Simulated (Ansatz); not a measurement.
# Nb: the crystal squeezed far

Aim: compress Nb (sc type) step by step, far beyond the usual range, and follow pressure and electronic structure. Methods of the runs shown: LAPW, crystal datasets and norm-conserving. Companion runs by PAW are cited. Its runs: the reference run (LAPW); volume scaled by 1 (crystal datasets and norm-conserving); volume scaled by 0.88 (LAPW); volume scaled by 0.78 (LAPW); volume scaled by 0.68 (LAPW); volume scaled by 0.58 (LAPW and crystal datasets); volume scaled by 0.5 (LAPW and norm-conserving); volume scaled by 0.43 (LAPW, crystal datasets and norm-conserving).

This is Nb in the simple cubic structure; at room conditions it is bcc.

Computed with Ansatz 0.2.0 (DFT PBE, with the methods named in each step, unless a step's input says otherwise).

1 further run of the same task is left out (set aside as unsound or not needed).

### Step 1. The starting structure

Symmetry: Pm-3m, No. 221, cubic system. The conventional cell has a = 2.722 Å, b = 2.722 Å, c = 2.722 Å, α = 90.00°, β = 90.00°, γ = 90.00°. Around Nb (site symmetry m-3m) lie 6 Nb at 2.72 Å.

As a file:

```
Nb
1.0
     2.72194    0.00000    0.00000
     0.00000    2.72194    0.00000
     0.00000    0.00000    2.72194
Nb
1
Direct
  0.00000 0.00000 0.00000
```

Whether this phase is the stable one at these pressures isn't tested.

### Step 2. The reference volume, LAPW

Input file input.yaml:

```yaml
crystal:
  lattice:
    - [2.7219351119, 0.0, 0.0]
    - [0.0, 2.7219351119, 0.0]
    - [0.0, 0.0, 2.7219351119]
  atoms:
    - { symbol: Nb, position: [0.0, 0.0, 0.0] }
kpoints:
  mp_grid: { grid: [16, 16, 16] }
  band_path:
    path:
      - [0.0, 0.0, 0.0]
      - [0.0, 0.5, 0.0]
      - [0.5, 0.5, 0.0]
      - [0.0, 0.0, 0.0]
      - [0.5, 0.5, 0.5]
      - [0.0, 0.5, 0.0]
      - [0.5, 0.5, 0.5]
      - [0.5, 0.5, 0.0]
    npoints: 14
scf:
  occupations: { method: fermi_dirac, width: 0.1 }
hamiltonian:
  xc: pbe
  pseudopotentials: { kind: all_electron, lapw: { basis_error: 0.001 } }
output:
  forces: true
  stress: true
  eigenvalues: true
  populations: true
  dos: { projected: true, de: 0.2, e_range: [-14, 8] }
```

The run is started by

```console
ansatz run input.yaml --threads 1 --pin off --max-ram 2048MiB --backend cpu --events-out ev --progress --plain --runs-dir out
```

Output:

```text
Nb: projections on atomic orbitals take those of the free atom 1s2 2s2 2p6 3s2 3p6 3d10 4s2 4p6 4d4 5s1, of charge +0.00 (hamiltonian.pseudopotentials.projection_atoms)
LAPW: plane waves up to 8.008 Å⁻¹, error target 1.0e-3 eV per atom; small_component_spin mean_spin; Nb in spheres of 1.361 Å, 29 of its electrons in bands, Dirac shells []
Engine: ansatz 0.2.0
Pseudopotentials: kind: all_electron
Pseudopotential: Nb, LAPW, valence charge 29, Koelling and Harmon's equation, gaussian nucleus
Functional definition: PBE
  parameter kappa = 0.804
  parameter beta = 0.06672455060314922
  exchange = pbe_x(kappa = kappa, mu = beta*pi^2/3)
  correlation = pbe_c(beta = beta)
Crystal: 1 atoms, lattice volume = 20.167 Å³
Basis set: ecut = 244.33314086492425 eV, 179 PW (Γ), exchange–correlation at level 2
Bands: 19, of which v1, the nominal top of the filled ones, is band 15 counted from 1 (14 counted from 0)
Symmetry: 48 space group operations
Space group: Pm-3m (ITA 221), of the structure as read, at distance tolerance 2.7e-5 Å
k-points: 165 of 4096
Non-local potential: Nb, projectors of the file, none
Initial density: superposition of atomic densities (chi_scale 0.1, normalization cell)
Initial wavefunctions: plane waves of lowest kinetic energy (no species holds an atomic orbital)
Functional: x = pbe(κ = 0.804, μ = 0.2195149727645171), c = pbe(β = 0.06672455060314922)
iter 1 solved again at ethr=9.33e-4 eV; its pass at ethr=1.00e-1 eV (dr2=2.71e-1 eV) is discarded
SCF iter   1: F=—  HF=-103945.056667 eV  |F-HF|=—  |Δ(HF+E_count)|=         —  Δρ=3.96e-2  dr2=2.72e-1  ethr=9.33e-4  ⟨swp⟩=2.6  Hψ=19228  notcnv=0
preconditioner: auto → none  [metal: Δε(μ)=0.010 eV  Ē_g=6.887 eV  σ=0.100 eV  W_gap=0.02  n_scr=6 (ndim 8)  ℏωp=18.5 eV  f_vac=0.000  D(μ)=1.32/eV (n_scr^D=18)  sad-step TF]
SCF iter   2: F=—  HF=-103944.764213 eV  |F-HF|=—  |Δ(HF+E_count)|=   2.92e-1  Δρ=1.99e-2  dr2=6.46e-2  ethr=9.33e-4  ⟨swp⟩=2.0  Hψ=9731  notcnv=0
SCF iter   3: F=—  HF=-103944.752275 eV  |F-HF|=—  |Δ(HF+E_count)|=   1.19e-2  Δρ=6.97e-3  dr2=6.85e-3  ethr=2.23e-4  ⟨swp⟩=2.0  Hψ=9037  notcnv=0
iter 4 solved again at ethr=1.37e-7 eV; its pass at ethr=2.36e-5 eV (dr2=3.97e-5 eV) is discarded
SCF iter   4: F=—  HF=-103944.754000 eV  |F-HF|=—  |Δ(HF+E_count)|=         —  Δρ=6.40e-4  dr2=3.96e-5  ethr=1.37e-7  ⟨swp⟩=3.0  Hψ=15585  notcnv=0
the basis was enlarged: its passes take 602.6 KiB over the memory plan, 1 of 1 planned eigensolver slots
SCF iter   5: F=—  HF=-103944.753971 eV  |F-HF|=—  |Δ(HF+E_count)|=   2.88e-5  Δρ=9.89e-5  dr2=9.32e-7  ethr=1.37e-7  ⟨swp⟩=3.0  Hψ=9336  notcnv=0
SCF iter   6: F=-103944.753971 eV  HF=-103944.753971 eV  |F-HF|=9.60e-10  |Δ(HF+E_count)|=   4.52e-7  Δρ=4.06e-6  dr2=3.52e-9  ethr=3.22e-9  ⟨swp⟩=2.8  Hψ=9224  notcnv=0
SCF 1 converged in 6 iterations: F = -103944.753971 eV  dr2 = 3.52e-9
NSCF: frozen V_eff on 99 k-points
SCF converged after 6 iterations
Free energy (F): -103944.753971 eV
Harris-Foulkes:  -103944.753971 eV  (|F-HF|=9.60e-10)
Internal energy: -103944.712163 eV  (E = F + TS)
E sigma→0 (E₀):  -103944.733067 eV
Entropy (-TS):   -0.041808 eV (-41.808 meV/atom)
Fermi energy:    17.556952 eV
--- Per-component energies (eV) ---
  E_band       = -3769.476976
  E_kinetic    = 107539.453805
  E_xc         = -3239.831437
  E_electrostatic = -208244.334531  (all electrons and nuclei)
  E_smearing   = -0.041808  (= −TS)
  E_closure    = 0.000000  (closes the sum)
  E_atoms      = -103935.548123  (free atoms, spherical and without spin; not in F)
  Σ components = -103944.753971   (vs F -103944.753971, Δ=0.00e0)
  Basis errors (estimates in eV, not in F): energy 3.1e-4 per atom: plane waves 2.7e-4 (1.5e-4 summed), levels above the bands 1.7e-46, relativity 4.8e-8, radial functions 3.9e-5, core shells 5.1e-7; eigenvalues (radial functions only) 1.6e-6; not estimated: angular momenta, meshes, grids; target (lapw.basis_error) 1.0e-3; muffin-tin radii Nb 1.361 Å
--- Forces (eV/Å), atoms counted from 1 ---
  atom   1  Nb     0.00000000    -0.00000000     0.00000000
  max |Σ_I F_I| component: 4.44e-31 eV/Å
--- Stress (GPa, compression-positive) ---
       -0.006461      -0.000000       0.000000
       -0.000000      -0.006461       0.000000
        0.000000       0.000000      -0.006461
  P = ⅓ Tr σ = -0.0065 GPa (-0.065 kbar)
--- Band table (eV; the first three rows and the last of 165) ---
  k-point 0: bands = ["-325.0986", "-325.0986", "-325.0986", "-174.6872", "-174.6872", "-174.6872", "-174.6562", "-174.6562", "-37.0549", "-12.3636", "-12.3636", "-12.3636", "12.0256", "14.8216", "14.8216", "22.6602", "22.6602", "22.6602", "32.1247"]
  k-point 1: bands = ["-325.0986", "-325.0986", "-325.0986", "-174.6872", "-174.6872", "-174.6872", "-174.6562", "-174.6562", "-37.0480", "-12.4226", "-12.3586", "-12.3586", "12.1379", "14.8515", "14.9453", "22.4836", "22.4836", "22.6724", "31.5642"]
  k-point 2: bands = ["-325.0986", "-325.0986", "-325.0986", "-174.6872", "-174.6872", "-174.6872", "-174.6562", "-174.6562", "-37.0283", "-12.5884", "-12.3444", "-12.3444", "12.4503", "14.9381", "15.3145", "22.0213", "22.0213", "22.7071", "30.3408"]
  k-point 164: bands = ["-325.0986", "-325.0986", "-325.0986", "-174.6872", "-174.6872", "-174.6872", "-174.6562", "-174.6562", "-36.5184", "-13.3924", "-13.3924", "-13.3924", "15.1350", "15.1350", "15.1350", "24.9535", "25.0349", "25.0349", "29.7888"]
--- Löwdin populations: 1 site ---
  site symbol       q [e]
     0     Nb     40.9597
  spilling = 0.000982 (of n_electrons = 41.000000)
```

Run time: 15 s. Hardware: 1 thread of Arm Neoverse V1, shared host; peak memory 0.34 GiB.

Result: pressure -0.01 GPa; no gap.

Levels at the path's labelled points, in eV from the Fermi level:

```
point  band 12  band 13  band 14  band 15  band 16  band 17  band 18
    Γ   -29.92    -5.53    -2.74    -2.74     5.10     5.10     5.10
    X   -29.79    -2.47    -1.85     0.55     1.89     1.89     5.44
    M   -29.66    -4.00    -1.00     2.56     2.56     5.77     5.77
    Γ   -29.92    -5.53    -2.74    -2.74     5.10     5.10     5.10
    R   -30.95    -2.42    -2.42    -2.42     7.40     7.48     7.48
    X   -29.79    -2.47    -1.85     0.55     1.89     1.89     5.44
    R   -30.95    -2.42    -2.42    -2.42     7.40     7.48     7.48
    M   -29.66    -4.00    -1.00     2.56     2.56     5.77     5.77
```

States per cell, counted by energy window (eV from the Fermi level, on a grid of 0.20 eV):

```
from  to  total  Nb 4d  Nb 5s
  -6  -5   0.01   0.00   0.01
  -5  -4   0.10   0.01   0.08
  -4  -3   0.46   0.30   0.15
  -3  -2   1.45   1.18   0.23
  -2  -1   1.35   1.27   0.05
  -1   0   1.53   1.41   0.07
   0   1   0.80   0.73   0.04
   1   2   1.12   1.06   0.04
   2   3   1.16   1.03   0.09
   3   4   1.65   1.36   0.19
   4   5   1.11   0.83   0.15
```

### Step 3. Volume scaled by 1, crystal datasets

Input file input.yaml:

```yaml
crystal:
  lattice:
    - [2.7219351119, 0.0, 0.0]
    - [0.0, 2.7219351119, 0.0]
    - [0.0, 0.0, 2.7219351119]
  atoms:
    - { symbol: Nb, position: [0.0, 0.0, 0.0] }
kpoints:
  mp_grid: { grid: [16, 16, 16] }
scf:
  occupations: { method: fermi_dirac, width: 0.1 }
hamiltonian:
  xc: pbe
  pseudopotentials: { kind: all_electron, datasets: crystal }
output:
  forces: true
  stress: true
  eigenvalues: true
```

The run is started by

```console
ansatz run input.yaml --threads 1 --pin off --max-ram 2048MiB --backend cpu --events-out ev --progress --plain --runs-dir out
```

Output, cut to the lines that bear on the results:

```text
[...]
Pseudopotentials: kind: all_electron
Pseudopotential: Nb, paw, valence charge 13, recommended cutoff 260 eV (normal), Koelling and Harmon's equation, gaussian nucleus
Functional definition: PBE
[...]
Crystal: 1 atoms, lattice volume = 20.167 Å³
Basis set: ecut = 260 eV, 179 PW (Γ), exchange–correlation on 30×30×30 points (8 copies of the dense FFT grid, shifted against one another)
[...]
--- Forces (eV/Å), atoms counted from 1 ---
  atom   1  Nb     0.00000000    -0.00000000     0.00000000
[...]
--- Stress (GPa, compression-positive) ---
       -0.004352       0.000000       0.000000
       -0.000000      -0.004352       0.000000
        0.000000       0.000000      -0.004352
  P = ⅓ Tr σ = -0.0044 GPa (-0.044 kbar)
--- Band table (eV; the first three rows and the last of 165) ---
  k-point 0: bands = ["-37.0551", "-12.3638", "-12.3638", "-12.3638", "12.0256", "14.8215", "14.8215", "22.6600", "22.6600"]
[...]
```

Run time: 6.8 s. Hardware: 1 thread of Arm Neoverse V1, shared host; peak memory 0.36 GiB.

Read from it: pressure 0.00 GPa; no gap.

### Step 4. Volume scaled by 1, norm-conserving

Edit input.yaml of step 3 so:

```diff
@@ -13,3 +13,3 @@
   xc: pbe
-  pseudopotentials: { kind: all_electron, datasets: crystal }
+  pseudopotentials: { kind: nc }
 output:
```

The run is started by

```console
ansatz run input.yaml --threads 1 --pin off --max-ram 2048MiB --backend cpu --events-out ev --progress --plain --runs-dir out
```

Output, cut to the lines that bear on the results:

```text
[...]
Pseudopotentials: kind: nc
Pseudopotential: Nb, nc, valence charge 13, recommended cutoff 1115.666836 eV (normal), Nb.nc.azcp
Functional definition: PBE
[...]
Crystal: 1 atoms, lattice volume = 20.167 Å³
Basis set: ecut = 1115.666836 eV, 1743 PW (Γ), exchange–correlation on 60×60×60 points (8 copies of the dense FFT grid, shifted against one another)
[...]
  atom   1  Nb     0.00000000     0.00000000     0.00000000
[...]
--- Stress (GPa, compression-positive) ---
        0.003090      -0.000000       0.000000
       -0.000000       0.003090       0.000000
        0.000000       0.000000       0.003090
  P = ⅓ Tr σ = 0.0031 GPa (0.031 kbar)
--- Band table (eV; the first three rows and the last of 165) ---
  k-point 0: bands = ["-38.7782", "-14.0891", "-14.0891", "-14.0891", "10.2950", "13.0899", "13.0899", "20.9268", "20.9268", "20.9268", "30.3949"]
[...]
```

Run time: 7.9 s. Hardware: 1 thread of Arm Neoverse V1, shared host; peak memory 0.32 GiB.

Result: pressure 0.00 GPa; no gap.

### Step 5. Volume scaled by 0.88, LAPW

Input file input.yaml:

```yaml
crystal:
  lattice:
    - [2.6083867889, 0.0, 0.0]
    - [0.0, 2.6083867889, 0.0]
    - [0.0, 0.0, 2.6083867889]
  atoms:
    - { symbol: Nb, position: [0.0, 0.0, 0.0] }
kpoints:
  mp_grid: { grid: [16, 16, 16] }
scf:
  occupations: { method: fermi_dirac, width: 0.1 }
hamiltonian:
  xc: pbe
  pseudopotentials: { kind: all_electron, lapw: { basis_error: 0.001 } }
output:
  forces: true
  stress: true
  eigenvalues: true
  populations: true
```

The run is started by

```console
ansatz run input.yaml --threads 1 --pin off --max-ram 2048MiB --backend cpu --events-out ev --progress --plain --runs-dir out
```

Output, cut to the lines that bear on the results:

```text
Nb: projections on atomic orbitals take those of the free atom 1s2 2s2 2p6 3s2 3p6 3d10 4s2 4p6 4d4 5s1, of charge +0.00 (hamiltonian.pseudopotentials.projection_atoms)
LAPW: plane waves up to 8.362 Å⁻¹, error target 1.0e-3 eV per atom; small_component_spin mean_spin; Nb in spheres of 1.304 Å, 31 of its electrons in bands, Dirac shells []
[...]
Pseudopotentials: kind: all_electron
[...]
  atom   1  Nb     0.00000000    -0.00000000     0.00000000
[...]
--- Stress (GPa, compression-positive) ---
       21.019793      -0.000000      -0.000000
       -0.000000      21.019793       0.000000
       -0.000000       0.000000      21.019793
  P = ⅓ Tr σ = 21.0198 GPa (210.198 kbar)
--- Band table (eV; the first three rows and the last of 165) ---
[... band rows left out ...]
[...]
--- Löwdin populations: 1 site ---
  site symbol       q [e]
     0     Nb     40.9666
  spilling = 0.000815 (of n_electrons = 41.000000)
```

Run time: 13 s. Hardware: 1 thread of Arm Neoverse V1, shared host; peak memory 0.34 GiB.

In short: pressure 21.02 GPa; no gap.

### Step 6. Volume scaled by 0.78, LAPW

Edit input.yaml of step 5 so:

```diff
@@ -2,5 +2,5 @@
   lattice:
-    - [2.6083867889, 0.0, 0.0]
-    - [0.0, 2.6083867889, 0.0]
-    - [0.0, 0.0, 2.6083867889]
+    - [2.5055859327, 0.0, 0.0]
+    - [0.0, 2.5055859327, 0.0]
+    - [0.0, 0.0, 2.5055859327]
   atoms:
```

The run is started by

```console
ansatz run input.yaml --threads 1 --pin off --max-ram 2048MiB --backend cpu --events-out ev --progress --plain --runs-dir out
```

Output, cut to the lines that bear on the results:

```text
Nb: projections on atomic orbitals take those of the free atom 1s2 2s2 2p6 3s2 3p6 3d10 4s2 4p6 4d4 5s1, of charge +0.00 (hamiltonian.pseudopotentials.projection_atoms)
LAPW: plane waves up to 8.704 Å⁻¹, error target 1.0e-3 eV per atom; small_component_spin mean_spin; Nb in spheres of 1.253 Å, 31 of its electrons in bands, Dirac shells []
[...]
Pseudopotentials: kind: all_electron
[...]
  atom   1  Nb     0.00000000     0.00000000     0.00000000
[...]
--- Stress (GPa, compression-positive) ---
       51.538022       0.000000       0.000000
        0.000000      51.538022       0.000000
        0.000000       0.000000      51.538022
  P = ⅓ Tr σ = 51.5380 GPa (515.380 kbar)
--- Band table (eV; the first three rows and the last of 165) ---
[... band rows left out ...]
[...]
--- Löwdin populations: 1 site ---
  site symbol       q [e]
     0     Nb     40.9692
  spilling = 0.000750 (of n_electrons = 41.000000)
```

Run time: 13 s. Hardware: 1 thread of Arm Neoverse V1, shared host; peak memory 0.34 GiB.

This run gives: pressure 51.54 GPa; no gap.

### Step 7. Volume scaled by 0.68, LAPW

Input file input.yaml:

```yaml
crystal:
  lattice:
    - [2.3935770131, 0.0, 0.0]
    - [0.0, 2.3935770131, 0.0]
    - [0.0, 0.0, 2.3935770131]
  atoms:
    - { symbol: Nb, position: [0.0, 0.0, 0.0] }
kpoints:
  mp_grid: { grid: [16, 16, 16] }
  band_path:
    path:
      - [0.0, 0.0, 0.0]
      - [0.0, 0.5, 0.0]
      - [0.5, 0.5, 0.0]
      - [0.0, 0.0, 0.0]
      - [0.5, 0.5, 0.5]
      - [0.0, 0.5, 0.0]
      - [0.5, 0.5, 0.5]
      - [0.5, 0.5, 0.0]
    npoints: 8
scf:
  occupations: { method: fermi_dirac, width: 0.1 }
hamiltonian:
  xc: pbe
  pseudopotentials: { kind: all_electron, lapw: { basis_error: 0.001 } }
output:
  forces: true
  stress: true
  eigenvalues: true
  populations: true
  dos: { projected: true, de: 0.2, e_range: [-14, 8] }
```

The run is started by

```console
ansatz run input.yaml --threads 1 --pin off --max-ram 2048MiB --backend cpu --events-out ev --progress --plain --runs-dir out
```

Output, cut to the lines that bear on the results:

```text
Nb: projections on atomic orbitals take those of the free atom 1s2 2s2 2p6 3s2 3p6 3d10 4s2 4p6 4d4 5s1, of charge +0.00 (hamiltonian.pseudopotentials.projection_atoms)
LAPW: plane waves up to 9.102 Å⁻¹, error target 1.0e-3 eV per atom; small_component_spin mean_spin; Nb in spheres of 1.197 Å, 31 of its electrons in bands, Dirac shells []
[...]
Pseudopotentials: kind: all_electron
[...]
  atom   1  Nb     0.00000000    -0.00000000    -0.00000000
[...]
--- Stress (GPa, compression-positive) ---
      104.579993       0.000000       0.000000
        0.000000     104.579993       0.000000
        0.000000       0.000000     104.579993
  P = ⅓ Tr σ = 104.5800 GPa (1045.800 kbar)
--- Band table (eV; the first three rows and the last of 165) ---
[... band rows left out ...]
[...]
--- Löwdin populations: 1 site ---
  site symbol       q [e]
     0     Nb     40.9679
  spilling = 0.000783 (of n_electrons = 41.000000)
```

Wall time 15 s (1 thread of Arm Neoverse V1, shared host); peak memory 0.34 GiB.

Result: pressure 104.58 GPa; no gap.

### Step 8. Volume scaled by 0.58, LAPW

Input file input.yaml:

```yaml
crystal:
  lattice:
    - [2.2699716454, 0.0, 0.0]
    - [0.0, 2.2699716454, 0.0]
    - [0.0, 0.0, 2.2699716454]
  atoms:
    - { symbol: Nb, position: [0.0, 0.0, 0.0] }
kpoints:
  mp_grid: { grid: [16, 16, 16] }
scf:
  occupations: { method: fermi_dirac, width: 0.1 }
hamiltonian:
  xc: pbe
  pseudopotentials: { kind: all_electron, lapw: { basis_error: 0.001 } }
output:
  forces: true
  stress: true
  eigenvalues: true
  populations: true
```

The run is started by

```console
ansatz run input.yaml --threads 1 --pin off --max-ram 2048MiB --backend cpu --events-out ev --progress --plain --runs-dir out
```

Output, cut to the lines that bear on the results:

```text
Nb: projections on atomic orbitals take those of the free atom 1s2 2s2 2p6 3s2 3p6 3d10 4s2 4p6 4d4 5s1, of charge +0.00 (hamiltonian.pseudopotentials.projection_atoms)
LAPW: plane waves up to 9.583 Å⁻¹, error target 1.0e-3 eV per atom; small_component_spin mean_spin; Nb in spheres of 1.135 Å, 31 of its electrons in bands, Dirac shells []
[...]
Pseudopotentials: kind: all_electron
[...]
  atom   1  Nb     0.00000000     0.00000000     0.00000000
[...]
--- Stress (GPa, compression-positive) ---
      203.425826      -0.000000       0.000000
       -0.000000     203.425826      -0.000000
        0.000000      -0.000000     203.425826
  P = ⅓ Tr σ = 203.4258 GPa (2034.258 kbar)
--- Band table (eV; the first three rows and the last of 165) ---
[... band rows left out ...]
[...]
--- Löwdin populations: 1 site ---
  site symbol       q [e]
     0     Nb     40.9612
  spilling = 0.000947 (of n_electrons = 41.000000)
```

Run time: 13 s. Hardware: 1 thread of Arm Neoverse V1, shared host; peak memory 0.34 GiB.

Read from it: pressure 203.43 GPa; no gap.

### Step 9. Volume scaled by 0.58, crystal datasets

Edit input.yaml of step 8 so:

```diff
@@ -13,3 +13,3 @@
   xc: pbe
-  pseudopotentials: { kind: all_electron, lapw: { basis_error: 0.001 } }
+  pseudopotentials: { kind: all_electron, datasets: crystal }
 output:
@@ -18,2 +18 @@
   eigenvalues: true
-  populations: true
```

The run is started by

```console
ansatz run input.yaml --threads 1 --pin off --max-ram 2048MiB --backend cpu --events-out ev --progress --plain --runs-dir out
```

Output, cut to the lines that bear on the results:

```text
[...]
Pseudopotentials: kind: all_electron
Pseudopotential: Nb, paw, valence charge 13, recommended cutoff 380 eV (normal), Koelling and Harmon's equation, gaussian nucleus
Functional definition: PBE
[...]
Crystal: 1 atoms, lattice volume = 11.697 Å³
Basis set: ecut = 380 eV, 203 PW (Γ), exchange–correlation on 30×30×30 points (8 copies of the dense FFT grid, shifted against one another)
[...]
--- Forces (eV/Å), atoms counted from 1 ---
  atom   1  Nb    -0.00000000     0.00000000     0.00000000
[...]
--- Stress (GPa, compression-positive) ---
      203.427031       0.000000       0.000000
        0.000000     203.427031       0.000000
        0.000000       0.000000     203.427031
  P = ⅓ Tr σ = 203.4270 GPa (2034.270 kbar)
--- Band table (eV; the first three rows and the last of 165) ---
  k-point 0: bands = ["-23.6611", "3.6509", "3.6509", "3.6509", "26.2626", "26.3512", "26.3512", "41.4067", "41.4067"]
[...]
```

Run time: 7.8 s. Hardware: 1 thread of Arm Neoverse V1, shared host; peak memory 0.39 GiB.

Read from it: pressure 203.43 GPa; no gap.

[end of part 1 of 2]
